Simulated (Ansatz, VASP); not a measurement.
# Two plane-wave programs on SnO (Romarchite)

```
CELL_PARAMETERS angstrom
3.79860 0.00000 0.00000
0.00000 3.79860 0.00000
0.00000 0.00000 4.84080
ATOMIC_POSITIONS crystal
Sn 0.50000 0.00000 0.23690
Sn 0.00000 0.50000 0.76310
O 0.00000 0.00000 0.00000
O 0.50000 0.50000 0.00000
```

Alike in both runs: task single point; functional PBE; k mesh 5 × 5 × 4; occupations fermi-dirac, width 0.05 eV; no spin polarisation.

```csv
,VASP,Ansatz
version,VASP 6.6.1,Ansatz 0.2.0
potentials or method,"VASP PAW PBE potentials, release 64 (Sn_d, O)","plane waves, PAW"
plane-wave cutoff (eV),520,500
valence electrons in the cell,40,40
```

|  | VASP | Ansatz | Ansatz less VASP |
| --- | --- | --- | --- |
| pressure (GPa) | 5.1 | 4.8 | -0.30 |
| largest component of the traceless stress (GPa) | 0.76 | 0.77 | +0.012 |

The functional is the same, so the differences come from potentials, cutoffs and numerics.
